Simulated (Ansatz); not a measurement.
**SiGe in Ansatz: the effect of functional**

The system is SiGe.

```
Ge Si
1.0
     3.93031    0.00000    0.00000
    -1.96515    3.40375    0.00000
     0.00000    0.00000    6.49350
Ge Si
2 2
Direct
  0.33333 0.66667 0.00039
  0.66667 0.33333 0.50039
  0.33333 0.66667 0.37461
  0.66667 0.33333 0.87461
```

The cell comes from a database or a generator and needn't be the stable form of this composition.

The cell isn't the ideal one: volume scaled by 1.02.

Alike in all runs:

```yaml
Program: Ansatz 0.2.0
Task: single point
Potentials_or_basis: Ansatz PAW
k_mesh: 8 × 8 × 4
Occupations: fermi-dirac, width 0.05 eV
Spin: no spin polarisation
```

```csv
functional,cutoff,gap on the mesh (eV),pressure (GPa)
LDA,420 eV (not typed: the program's choice for these potentials),?,?
PBEsol,420 eV (not typed: the program's choice for these potentials),0.34,-1.8
r2SCAN,500 eV (not typed: the program's choice for these potentials),0.69,-1.6
```

Q: What does the run with functional LDA give?

A: gap on the mesh 0.30 eV; pressure -3.5 GPa.

Caveats: the PAW data sets come from PBE, with cores solved anew for the run's functional, which leaves a small shift of forces and pressure.

A k mesh can miss the band edges.
